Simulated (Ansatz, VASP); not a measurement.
# SnSe: VASP beside Ansatz

Contents of INCAR:

```
SYSTEM = SnSe
PREC = Accurate ; ENCUT = 600
EDIFF = 1E-6 ; ISMEAR = -1
SIGMA = 0.02 ; LREAL = .FALSE.
LASPH = .TRUE. ; NELM = 100
ALGO = Normal ; ISIF = 3
LWAVE = .FALSE. ; LCHARG = .FALSE.
IBRION = 2 ; NSW = 80
EDIFFG = -0.01
```

File KPOINTS:

```
regular mesh
0
G
  8 8 8
  0 0 0
```

POSCAR

```
SnSe
1.0
    0.0000000000      3.0100000000      3.0100000000
    3.0100000000      0.0000000000      3.0100000000
    3.0100000000      3.0100000000      0.0000000000
Sn Se
1 1
Direct
    0.0000000000      0.0000000000      0.0000000000
    0.5000000000      0.5000000000      0.5000000000
```

Input for Ansatz:

```yaml
crystal:
  lattice:
    - [0.0, 3.01, 3.01]
    - [3.01, 0.0, 3.01]
    - [3.01, 3.01, 0.0]
  atoms:
    - { symbol: Sn, position: [0.0, 0.0, 0.0] }
    - { symbol: Se, position: [0.5, 0.5, 0.5] }
  symmetry: { tolerance: 0.0003 }
hamiltonian:
  xc: lda
  pseudopotentials: { kind: paw, azcp: { folder: soft_1 } }
basis:
  ecutwfc: 420
magnetization:
  spin_polarized: false
scf:
  occupations: { method: fermi_dirac, width: 0.02 }
kpoints:
  mp_grid: { grid: [8, 8, 8], shift: [0, 0, 0] }
output:
  forces: true
  stress: true
  eigenvalues: true
relax:
  max_steps: 60
  cell: {}
```

Measurements of this composition are mostly on another form, of space group No. 62.

Alike in both runs: task relaxation of cell and atoms; functional LDA; k mesh 8 × 8 × 8; occupations fermi-dirac, width 0.02 eV; no spin polarisation.

```csv
,VASP,Ansatz
version,VASP 6.6.1,Ansatz 0.2.0
potentials or method,"VASP PAW LDA potentials, release 64 (Sn_d, Se)",PAW plane waves
plane-wave cutoff (eV),600,420
valence electrons in the cell,20,30
```

|  | VASP | Ansatz | Ansatz less VASP |
| --- | --- | --- | --- |
| gap on the k mesh at the Fermi level, each at its own relaxed structure (eV) | 0.77 | 0.78 | +0.007 |
| relaxed volume (Å³/atom) | 25.63 | 25.58 | -0.052 |
| relaxed cell length with the largest relative difference (Å) | 4.170 | 4.167 | -0.0028 |
| energy change over the relaxation (meV/atom) | -18 | -19 | -1.3 |

The two sets of potentials don't hold the same shells in valence. Ansatz warned: «pseudo_functional_mismatch».

Caveats: spin-orbit coupling is left out, which moves the levels of the heavy elements. Zero-point motion and thermal expansion aren't in these numbers. A k mesh can miss the band edges.
